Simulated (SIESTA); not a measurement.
CdSe:

```
Cd Se
1.0
     0.00000    3.07027    3.07027
     3.07027    0.00000    3.07027
     3.07027    3.07027    0.00000
Cd Se
1 1
Direct
  0.00000 0.00000 0.00000
  0.25000 0.25000 0.25000
```

Measurements of this composition are mostly on another form, of space group No. 186.

Base run:

| Quantity | Value |
| --- | --- |
| Program | SIESTA 5.4.2 |
| Functional | PBE |
| Potentials or basis | PseudoDojo 0.4 standard (PBE files) |
| Basis | DZP (energy shift 0.002 Ry) |
| Grid cutoff | 800 Ry |
| Energy shift | 0.002 Ry |
| k mesh | 8 × 8 × 8 |
| Occupations | fermi-dirac, width 0.05 eV |
| Spin | no spin polarisation |

Its results: band gap on the k mesh 0.81 eV, direct; pressure 2.0 GPa.

The run is repeated on the same cell with these changes: functional from PBE to LDA-PZ; potentials or basis from PseudoDojo 0.4 standard (PBE files) to PseudoDojo 0.4 standard (LDA files). What comes out?

Band gap on the k mesh 0.57 eV, direct; pressure -2.5 GPa.

Caveats: semicore shells carry a single zeta, which can move pressures by several GPa and volumes by a few percent; the basis of atomic orbitals isn't converged, which shifts pressures, moduli and gaps.
